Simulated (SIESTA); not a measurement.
Runs of SIESTA 5.4.2 on Ta. The structure is cubic, space group Im-3m (No. 229). The conventional cell has a = 3.303 Å, b = 3.303 Å, c = 3.303 Å, α = 90.00°, β = 90.00°, γ = 90.00°. Around Ta (site symmetry m-3m) lie 8 Ta at 2.86 Å. 

| task | level | potentials or basis | cell | gap on the mesh (eV) | pressure (GPa) | V0 of scaled cells (Å³/atom) | B0 (GPa) |
| --- | --- | --- | --- | --- | --- | --- | --- |
| single point | PBE | PseudoDojo 0.4 standard (PBE files), DZP (energy shift 0.003 Ry; two zetas on semicore shells) | cell strained at random at fixed volume | none | 3.7 | - | - |
| equation of state | PBEsol | PseudoDojo 0.4 standard (PBEsol files), DZP (energy shift 0.003 Ry; two zetas on semicore shells) | as given | - | - | 17.69 | (a) |
| single point | PBE | PseudoDojo 0.4 standard (PBE files), DZP (energy shift 0.003 Ry; two zetas on semicore shells) | as given | none | 3.3 | - | - |
| equation of state | LDA | PseudoDojo 0.4 standard (LDA files), DZP (energy shift 0.003 Ry; two zetas on semicore shells) | as given | - | - | 17.19 | 240 |
| equation of state | PBE | PseudoDojo 0.4 standard (PBE files), DZP (energy shift 0.003 Ry; two zetas on semicore shells) | as given | - | - | 18.28 | (b) |

Alike in all rows: no spin polarisation; k mesh 11 × 11 × 11; smearing fermi-dirac 0.05 eV; grid cutoff 800 Ry; energy shift 0.003 Ry.

Question: Estimate the missing entries.

Answer: (a) 222; (b) 205.

Caveats: short orbitals over semicore shells can move pressures by several GPa; the basis of atomic orbitals isn't converged, which shifts pressures, moduli and gaps.

A k mesh can miss the band edges, and the runs leave out spin-orbit coupling on Ta.

A gap of «none» marks a metal or a gap under the smearing width.
